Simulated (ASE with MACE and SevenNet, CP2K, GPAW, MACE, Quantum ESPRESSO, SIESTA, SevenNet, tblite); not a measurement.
## Running hcp Mg, size series (64 atoms) with machine-learned potentials

Aim: run hcp Mg, size series (64 atoms) in machine-learned potentials and see how near its forces come to a plane-wave reference, and at what cost.

Calculated with ASE with MACE and SevenNet; the method is named at each step.

**1. Set-up**

The cell holds 64 atoms: 64 Mg. Its edges and angles: a = 12.836 Å, b = 12.836 Å, c = 10.422 Å, α = 90.0°, β = 90.0°, γ = 120.0°. It derives from Mg (hcp), repeated 4×4×2. Hcp Mg (a = 3.209 Å, c = 5.211 Å), 4 x 4 x 2 conventional cells; every coordinate displaced by a Gaussian of 0.05 Å. Then every atom was moved at random, 0.03 Å r.m.s. a Cartesian component.

The yardstick, on the same geometry:

* method: Kohn-Sham DFT, PBE, SSSP efficiency 1.3.0 pseudopotentials, plane waves (Quantum ESPRESSO 7.5); sssp-pbe-1.3.0-efficiency, cutoffs 45/360 Ry, Γ point
* r.m.s. force component: 0.1781 eV/Å
* longest force: 0.7395 eV/Å
* pressure: -0.493 GPa
* time: 46 s on 4 MPI ranks of Arm Neoverse V2, shared host
* CPU time: 3 min

**2. MACE MP-0b2 small potential**

Method: machine-learned interatomic potential MACE MP-0b2 small, trained on PBE(+U) plane-wave data.

Input file run.py:

```python
import numpy as np
from ase.io import read
import mlip  # loads the published weights by name

atoms = read("structure.xyz")
atoms.calc = mlip.calc("mace-mp-0b2-small")
energy = atoms.get_potential_energy()
forces = atoms.get_forces()
print(f"energy {energy:.6f} eV")
print("forces (eV/A)")
for i, (a, f) in enumerate(zip(atoms, forces)):
    print(f"{i:4d} {a.symbol:2s} {f[0]:10.5f} {f[1]:10.5f} {f[2]:10.5f}")
stress = -atoms.get_stress(voigt=False) * 160.21766
print("stress (GPa, compression positive)")
for row in stress:
    print(" ".join(f"{x:10.4f}" for x in row))
```

Input file structure.xyz:

```xyz
64
Lattice="12.83600 0.00000 0.00000 -6.41800 11.11630 0.00000 0.00000 0.00000 10.42200" Properties=species:S:1:pos:R:3 pbc="T T T"
Mg 6.36967 11.05727 0.07754
Mg -0.05532 1.80240 2.58924
Mg 6.43116 11.06661 5.24445
Mg 0.07381 1.75304 7.92041
Mg 11.16668 2.81220 0.05461
Mg -1.61445 4.63917 2.53807
Mg -1.57799 2.76451 5.08354
Mg -1.55341 4.54746 7.66173
Mg 9.64394 5.49368 10.32018
Mg -3.30694 7.31230 2.59633
Mg -3.19488 5.58861 5.22705
Mg -3.18288 7.33931 7.89289
Mg -4.71652 8.34134 0.09859
Mg -4.81459 10.15441 2.62530
Mg 7.97404 8.30332 5.31689
Mg -4.74810 10.19154 7.81827
Mg -3.24712 11.10274 10.39157
Mg 3.12056 1.84531 2.56277
Mg 3.31522 0.05725 5.25133
Mg 3.18763 1.93857 7.87914
Mg 1.55271 2.75051 10.38302
Mg 1.63049 4.57247 2.65417
Mg 1.54289 2.65969 5.19808
Mg 1.57241 4.61771 7.73437
Mg 0.02195 5.58705 10.35603
Mg 0.00359 7.41413 2.65719
Mg -0.04884 5.59161 5.14701
Mg -0.01406 7.28129 7.83026
Mg -1.65148 8.27542 10.39459
Mg -1.57485 10.20343 2.68148
Mg -1.56952 8.33578 5.15806
Mg -1.56554 10.18487 7.76585
Mg 0.06572 11.08273 0.09265
Mg 6.42949 1.84808 2.64406
Mg 0.03960 11.04015 5.22101
Mg 6.41415 1.88043 7.71134
Mg 4.78911 2.73639 0.02741
Mg 4.74483 4.57102 2.71170
Mg 4.76068 2.75251 5.08958
Mg 4.77486 4.56680 7.67539
Mg 3.21105 5.55415 10.36197
Mg 3.17601 7.47905 2.54349
Mg 3.19135 5.48289 5.20099
Mg 3.14065 7.40757 7.79326
Mg 1.61862 8.33500 0.07202
Mg 1.55739 10.17564 2.55568
Mg 1.67439 8.28153 5.19214
Mg 1.73793 10.09771 7.86111
Mg 3.18230 11.05071 0.02793
Mg 9.52155 1.93324 2.64052
Mg 9.69587 0.05036 5.17192
Mg 9.63406 1.86754 7.76272
Mg 8.07461 2.71149 10.37604
Mg 8.02552 4.67340 2.60102
Mg 8.12904 2.87001 5.27207
Mg 8.07449 4.70397 7.91645
[... 4 atom lines left out ...]
Mg 4.76305 8.31877 0.14226
Mg 4.88147 10.16152 2.52275
Mg 4.80368 8.38714 5.26384
Mg 4.77499 10.19053 7.78430
```

Command:

```console
> OMP_NUM_THREADS=1 python run.py > output.txt
```

Output:

```text
energy -102.089921 eV
forces (eV/A)
   0 Mg    0.09956    0.03464   -0.19416
   1 Mg    0.03318    0.04009   -0.00055
   2 Mg    0.01731    0.03884   -0.04621
   3 Mg   -0.18608    0.09188   -0.17435
   4 Mg    0.13813   -0.14796   -0.15966
   5 Mg    0.02668    0.02600    0.04253
   6 Mg    0.00600    0.01273    0.18474
   7 Mg   -0.05299    0.02333    0.20607
   8 Mg    0.04656    0.07884    0.24670
   9 Mg    0.20767    0.17912    0.07064
  10 Mg    0.02594   -0.01923   -0.04993
  11 Mg   -0.01435    0.15939   -0.17875
  12 Mg   -0.23954   -0.08196   -0.22467
  13 Mg    0.05745    0.00185    0.06777
  14 Mg    0.14706    0.10036   -0.17235
  15 Mg   -0.08129   -0.06947    0.06040
  16 Mg    0.10075    0.01984    0.06909
  17 Mg    0.11088   -0.08347    0.03782
  18 Mg   -0.17256   -0.16315   -0.04439
  19 Mg    0.08348   -0.18260   -0.15821
  20 Mg    0.03583    0.08489    0.14310
  21 Mg   -0.12648    0.08066   -0.14915
  22 Mg    0.07421    0.14390    0.03290
  23 Mg    0.02391   -0.05202    0.07508
[...]
56 Mg   -0.16714    0.14855   -0.10919
  57 Mg   -0.01447    0.04185    0.25629
  58 Mg   -0.21185   -0.10853    0.00882
  59 Mg    0.00745    0.04604    0.20829
  60 Mg    0.12943   -0.05798   -0.44945
  61 Mg   -0.17268    0.04665    0.31376
  62 Mg    0.02106   -0.14813   -0.16392
  63 Mg    0.16105   -0.03616    0.13654
stress (GPa, compression positive)
   -0.3876    -0.0196     0.0276
   -0.0196    -0.3928    -0.0252
    0.0276    -0.0252    -0.3215
```

Wall time 13 s (1 thread of Arm Neoverse V2, shared host); peak memory 0.34 GiB.

Banners, paths, timers and routine set-up lines are dropped from the logs unmarked, and long logs keep their key lines alone; longer cuts are marked.

Compared with the plane-wave run:

```yaml
r_m_s_force_component: 0.1289 eV/Å
r_m_s_difference_of_force_components: 58.06 meV/Å
longest_difference_of_force_vectors: 268.8 meV/Å
force_difference_over_r_m_s_force: 32.6 %
slope_of_forces_against_the_reference_s: 0.7089
correlation_of_force_components: 0.9792
pressure: -0.3673 GPa
pressure_difference: 0.1257 GPa
```

A closer look about Mg61, which bears the longest force: 13 atoms, nearest first, numbered in the order of the input, with positions taken from that point.

| atom | x | y | z | distance (Å) | bonds | Fx | Fy | Fz (eV/Å) |
| --- | --- | --- | --- | --- | --- | --- | --- | --- |
| Mg61 | 0.00 | 0.00 | 0.00 | 0.00 | 12 | 0.129 | -0.058 | -0.449 |
| Mg42 | -1.59 | -0.84 | 2.40 | 3.00 | 12 | 0.051 | -0.211 | 0.235 |
| Mg62 | 0.12 | 1.84 | 2.38 | 3.01 | 12 | -0.173 | 0.047 | 0.314 |
| Mg58 | 1.63 | -0.96 | 2.37 | 3.04 | 12 | -0.014 | 0.042 | 0.256 |
| Mg45 | -3.14 | 0.02 | -0.07 | 3.15 | 12 | -0.119 | -0.060 | -0.173 |
| Mg49 | -1.58 | 2.73 | -0.11 | 3.16 | 12 | 0.097 | 0.127 | -0.044 |
| Mg1 | 1.61 | 2.74 | -0.06 | 3.18 | 12 | 0.100 | 0.035 | -0.194 |
| Mg41 | -1.55 | -2.76 | -0.20 | 3.18 | 12 | 0.028 | -0.061 | 0.075 |
| Mg44 | -1.62 | -0.91 | -2.77 | 3.34 | 12 | 0.167 | -0.126 | 0.071 |
| Mg60 | 1.61 | -0.94 | -2.77 | 3.34 | 12 | 0.007 | 0.046 | 0.208 |
| Mg64 | 0.01 | 1.87 | -2.78 | 3.35 | 12 | 0.161 | -0.036 | 0.137 |
| Mg13 | 3.36 | 0.02 | -0.04 | 3.36 | 12 | -0.240 | -0.082 | -0.225 |
| Mg57 | 1.71 | -2.89 | -0.09 | 3.36 | 12 | -0.167 | 0.149 | -0.109 |

Atoms are counted from 1 here, from 0 in the log.

Forces lie 33 % from the reference's, at 0.039 times its CPU time (on 1 against 4 cores).

**3. MACE MPA-0 medium potential**

Method: machine-learned interatomic potential MACE MPA-0 medium, trained on PBE(+U) plane-wave data.

Changes to run.py since step 2:

```diff
@@ -5,3 +5,3 @@
 atoms = read("structure.xyz")
-atoms.calc = mlip.calc("mace-mp-0b2-small")
+atoms.calc = mlip.calc("mace-mpa-0-medium")
 energy = atoms.get_potential_energy()
```

structure.xyz is that of step 2.

Output:

```text
energy -101.706372 eV
forces (eV/A)
   0 Mg    0.11773    0.04068   -0.22622
   1 Mg    0.04650    0.04239   -0.01047
   2 Mg    0.02482    0.04839   -0.05470
   3 Mg   -0.21817    0.10276   -0.19634
   4 Mg    0.14499   -0.15820   -0.18889
   5 Mg    0.02413    0.03955    0.05554
   6 Mg    0.01838    0.02508    0.20661
   7 Mg   -0.06845    0.00105    0.23916
   8 Mg    0.06226    0.07500    0.26526
   9 Mg    0.23618    0.18874    0.08435
  10 Mg    0.03099   -0.02191   -0.04479
  11 Mg   -0.01829    0.17069   -0.21341
  12 Mg   -0.28011   -0.08827   -0.26578
  13 Mg    0.07083    0.01178    0.09932
  14 Mg    0.18439    0.11042   -0.20105
  15 Mg   -0.08524   -0.07936    0.06955
  16 Mg    0.11488    0.01484    0.08149
  17 Mg    0.10126   -0.10913    0.03446
  18 Mg   -0.21112   -0.15259   -0.05209
  19 Mg    0.09265   -0.19834   -0.18321
  20 Mg    0.03247    0.09850    0.16079
  21 Mg   -0.13993    0.09650   -0.16698
  22 Mg    0.08775    0.15702    0.05269
  23 Mg    0.03810   -0.06139    0.07320
[...]
56 Mg   -0.18713    0.15863   -0.12287
  57 Mg   -0.02491    0.04453    0.28773
  58 Mg   -0.22559   -0.12481    0.00725
  59 Mg    0.00695    0.05357    0.25914
  60 Mg    0.14363   -0.06223   -0.51546
  61 Mg   -0.20834    0.05993    0.35292
  62 Mg    0.00705   -0.17067   -0.20155
  63 Mg    0.17495   -0.04338    0.17368
stress (GPa, compression positive)
   -0.5441    -0.0222     0.0246
   -0.0222    -0.5474    -0.0247
    0.0246    -0.0247    -0.5137
```

Elapsed: 7.8 s, on 1 thread; peak memory 0.75 GiB.

Numbers from this run, and their distance from the reference:

```
r.m.s. force component                  : 0.1472 eV/Å
r.m.s. difference of force components   : 43.57 meV/Å
longest difference of force vectors     : 201.6 meV/Å
force difference over r.m.s. force      : 24.47 %
slope of forces against the reference's : 0.8116
correlation of force components         : 0.982
pressure                                : -0.5351 GPa
pressure difference                     : -0.0421 GPa
```

Against the first run (33 %), the force difference from the reference is 24 %, at 1.1 times the CPU time.

**4. SevenNet 0 potential**

Method: machine-learned interatomic potential SevenNet 0, trained on PBE(+U) plane-wave data.

Changes to run.py since step 3:

```diff
@@ -5,3 +5,3 @@
 atoms = read("structure.xyz")
-atoms.calc = mlip.calc("mace-mpa-0-medium")
+atoms.calc = mlip.calc("7net-0")
 energy = atoms.get_potential_energy()
```

structure.xyz is that of step 3.

Output:

```text
energy -102.024490 eV
forces (eV/A)
   0 Mg    0.09816    0.03859   -0.20236
   1 Mg    0.02319    0.04216   -0.00471
   2 Mg    0.03298    0.03374   -0.04828
   3 Mg   -0.18818    0.07975   -0.16889
   4 Mg    0.13142   -0.14410   -0.16814
   5 Mg    0.03926    0.04208    0.04041
   6 Mg    0.02355    0.01842    0.18146
   7 Mg   -0.05415   -0.01328    0.19685
   8 Mg    0.06231    0.06490    0.23812
   9 Mg    0.20407    0.17654    0.08785
  10 Mg    0.03587   -0.00109   -0.04515
  11 Mg   -0.00901    0.17415   -0.18777
  12 Mg   -0.24190   -0.07476   -0.22505
  13 Mg    0.07538    0.00568    0.08907
  14 Mg    0.15818    0.10700   -0.17112
  15 Mg   -0.07258   -0.07449    0.05953
  16 Mg    0.10532    0.01298    0.06747
  17 Mg    0.09796   -0.10199    0.02562
  18 Mg   -0.17099   -0.15601   -0.03944
  19 Mg    0.09086   -0.16548   -0.15366
  20 Mg    0.02617    0.09298    0.14550
  21 Mg   -0.13318    0.08399   -0.15230
  22 Mg    0.05932    0.13452    0.04436
  23 Mg    0.02984   -0.05033    0.06478
[...]
56 Mg   -0.17907    0.14050   -0.10399
  57 Mg   -0.02777    0.03206    0.25008
  58 Mg   -0.20810   -0.10180   -0.00126
  59 Mg   -0.00158    0.04429    0.22657
  60 Mg    0.13829   -0.07116   -0.45262
  61 Mg   -0.17595    0.05745    0.32389
  62 Mg    0.00654   -0.14549   -0.16661
  63 Mg    0.16344   -0.03168    0.15000
stress (GPa, compression positive)
   -0.3259    -0.0068     0.0162
   -0.0068    -0.3266    -0.0215
    0.0162    -0.0215    -0.1782
```

Run time: 9.3 s. Hardware: 1 thread; peak memory 0.61 GiB.

Compared with the plane-wave run:

| Property | Result |
| --- | --- |
| r.m.s. force component | 0.1309 eV/Å |
| r.m.s. difference of force components | 54.51 meV/Å |
| longest difference of force vectors | 262.3 meV/Å |
| force difference over r.m.s. force | 30.61 % |
| slope of forces against the reference's | 0.7233 |
| correlation of force components | 0.984 |
| pressure | -0.2769 GPa |
| pressure difference | 0.2161 GPa |

Against the first run (33 %), the force difference from the reference is 31 %, at 1.0 times the CPU time.

**5. The ladder**

Differences are against the plane-wave reference, forces as r.m.s. over components; share is that over the reference's r.m.s. force, slope the least-squares factor from reference forces to these. Total energies of different programs have different zeros and aren't compared.

| run | Δ force, r.m.s. (meV/Å) | share (%) | slope | Δ pressure (GPa) | cores | CPU time | memory (GiB) |
| --- | --- | --- | --- | --- | --- | --- | --- |
| reference | - | - | - | - | 4 | 3 min | 2.5 |
| MACE MP-0b2 small potential | 58.1 | 32.6 | 0.709 | 0.126 | 1 | 7 s | 0.34 |
| MACE MPA-0 medium potential | 43.6 | 24.5 | 0.812 | -0.0421 | 1 | 7.5 s | 0.75 |
| SevenNet 0 potential | 54.5 | 30.6 | 0.723 | 0.216 | 1 | 7.2 s | 0.61 |

Times of the machine-learned potentials are mostly Python's start and the loading of weights.

CPU time is summed over cores on a shared host, where runs went side by side, so it is rough. Symmetry, cutoffs, thresholds, outputs and thread counts weren't matched or tuned between programs; memory under MPI is the largest rank's times the ranks.

**6. What came out**

```
nearest in forces : MACE MPA-0 medium potential, 24 %
its CPU time      : 7.5 s
```

**Reading.** Machine-learned potentials differ by 24 % (MACE MPA-0 medium potential) to 33 % (MACE MP-0b2 small potential); they were trained on other programs' data. Among those trained on PBE data the slope goes as low as 0.71. The reference's pressure holds the uncorrected Pulay stress of its 45 Ry basis, so small pressure differences, and their order, may be the reference's own error. Machine-learned potentials mimic data converged in k, so the reference's own k-point error enters their differences. The electronic-structure runs sample only Γ, in a cell whose shortest periodic width is 10 Å, which is coarse for a cell with partly filled levels.

[Also dropped from logs without a mark: logging warnings of Python, and SIESTA's first energy breakdown and zero terms.]

[Logs are printed without paths, hosts, clocks, repeated set-up lines and the standing remarks that a program may print on its own settings, such as how far it seeks lower states.]

[Hosts, paths, dates, database ids (printed as entryN), source tags and the programs' standing remarks are cut or masked in the printed files.]
